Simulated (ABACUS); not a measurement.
Te2Mo:

```
Te Mo
1.0
     6.33000    0.00000    0.00000
     0.00000    3.46900    0.00000
    -0.94679    0.00000   13.82762
Te Mo
8 4
Direct
  0.94370 0.75000 0.60450
  0.05630 0.25000 0.39550
  0.90300 0.25000 0.85140
  0.09700 0.75000 0.14860
  0.41120 0.75000 0.89550
  0.58880 0.25000 0.10450
  0.44320 0.25000 0.64840
  0.55680 0.75000 0.35160
  0.81670 0.75000 0.99260
  0.18330 0.25000 0.00740
  0.68190 0.25000 0.49340
  0.31810 0.75000 0.50660
```

| Item | Value |
| --- | --- |
| Program | ABACUS 3.10.1 |
| Task | single point |
| Functional | PBE |
| Potentials or basis | PseudoDojo NC SR 0.4.1 PBE standard |
| Cutoff | 1129 eV |
| Density cutoff | 4517 eV |
| Basis | plane waves |
| k mesh | 4 × 8 × 2 |
| Occupations | fermi-dirac, width 0.05 eV |
| Spin | no spin polarisation |

On this cell: pressure 2.9 GPa; largest force 0.231 eV/Å; band gap on the k mesh none (metal or under the smearing width).

The same run follows on a disturbed copy (atoms moved at random, drawn with an rms of 0.05 Å):

```xyz
12
Lattice="6.3300 0.0000 0.0000 0.0000 3.4690 0.0000 -0.9468 0.0000 13.8276" Properties=species:S:1:pos:R:3 pbc="T T T"
Te    5.4095    2.5992    8.3093
Te   -0.0189    0.8716    5.4984
Te    4.8525    0.9082   11.7463
Te    0.4900    2.6279    2.0099
Te    1.7614    2.6401   12.4398
Te    3.6727    0.8616    1.4193
Te    2.1961    0.8772    8.9578
Te    3.1981    2.5623    4.8393
Mo    4.2090    2.5971   13.7444
Mo    1.1567    0.8777    0.1007
Mo    3.8367    0.8512    6.8605
Mo    1.5532    2.6240    6.9627
```

Problem. What does the disturbed cell give?

Solution. The energy (extrapolated to zero smearing) moves by +12.6 meV/atom; pressure 3.8 GPa; largest force 1.144 eV/Å; band gap on the k mesh none (metal or under the smearing width).

Forces in eV/Å, atoms in the order of the input:
```
Te   0.185 -0.007  0.497
Te  -0.165  0.000 -0.414
Te   0.302 -0.234  0.180
Te   0.003 -0.109  0.916
Te  -0.065 -0.155 -0.496
Te  -0.530  0.077  0.498
Te  -0.306  0.037  0.294
Te   0.222  0.158  0.049
Mo   0.588  0.272 -0.593
Mo  -0.278  0.134 -0.508
Mo   0.106  0.028 -1.138
Mo  -0.061 -0.201  0.717
```

Stress tensor (GPa, compression positive):
```
 4.31 -0.22 -0.82
-0.22  3.50  0.15
-0.82  0.15  3.68
```
